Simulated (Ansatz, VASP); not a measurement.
**AlRu: VASP beside Ansatz**

```
Al Ru
1.0
     2.97631    0.00000    0.00000
     0.00000    2.97631    0.00000
     0.00000    0.00000    2.97631
Al Ru
1 1
Cartesian
  0.0000 0.0000 0.0000
  1.4882 1.4882 1.4882
```

Alike in both runs: functional PBEsol; k mesh 14 × 14 × 14; occupations gaussian, width 0.1 eV; no spin polarisation.

Ansatz relaxed the structure, and its values are those at the end. VASP's run is a single point on that final structure, the one shown.

```csv
,VASP,Ansatz
version,VASP 6.6.1,Ansatz 0.2.0
potentials or method,"VASP PAW PBE potentials, release 64 (Al, Ru_pv)","scalar-relativistic, plane waves, PAW"
plane-wave cutoff (eV),520,420
valence electrons in the cell,17,19
```

```tsv
	VASP	Ansatz	Ansatz less VASP
gap on the k mesh at the Fermi level (eV)	none	none	-
pressure (GPa)	0.1	0.0	-0.07
```

A gap of «none» marks a metal or a gap that the smearing closes. The two sets of potentials don't hold the same shells in valence.

Caveats: the PAW data sets were made with another functional, which shifts forces and pressure a little (VASP).
